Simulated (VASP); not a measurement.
## Be: atomic charges with revPBE+D4

The system is Be.

```
Be
1.0
     2.17396    0.00000    0.00000
     0.00000    2.17396    0.00000
     0.00000    0.00000    2.17396
Be
1
Direct
  0.00000 0.00000 0.00000
```

The cell was built by a generator and needn't be a form met in nature.

- Program: VASP 6.6.1
- Task: atomic charges
- Functional: revPBE
- Dispersion: D4
- Potentials or basis: VASP PAW PBE potentials, release 64 (Be_sv)
- Cutoff: 520 eV
- k mesh: 12 × 12 × 12
- Occupations: tetrahedron
- Spin: collinear spin, ferromagnetic start
- Starting moments: [0.5] μB
- Fixed moment: 4 μB
- Further INCAR settings: ALGO = Normal; EDIFF = 1e-06

```yaml
Pressure: 93.8 GPa
Net_moment: 4.00 μB per cell
Site_moments: Be +2.72 μB
Valence_electrons_inside_the_program's_atomic_spheres: Be 2.72
Dispersion_energy_per_atom: -0.182 eV
```

Wall time 10 s on 1 thread of Intel(R) Xeon(R) Platinum 8259CL CPU @ 2.50GHz (Skylake/Cascade Lake), with other jobs on the host, peak memory 0.11 GiB.

Caveat: the moment is held away from its start; a pressure of tens of GPa on the cell as given is suspect, and the run, the potentials or the cell itself is likely at fault; the PAW data sets were made with another functional, which shifts forces and pressure a little; the total moment is fixed, so each spin has its own Fermi level.
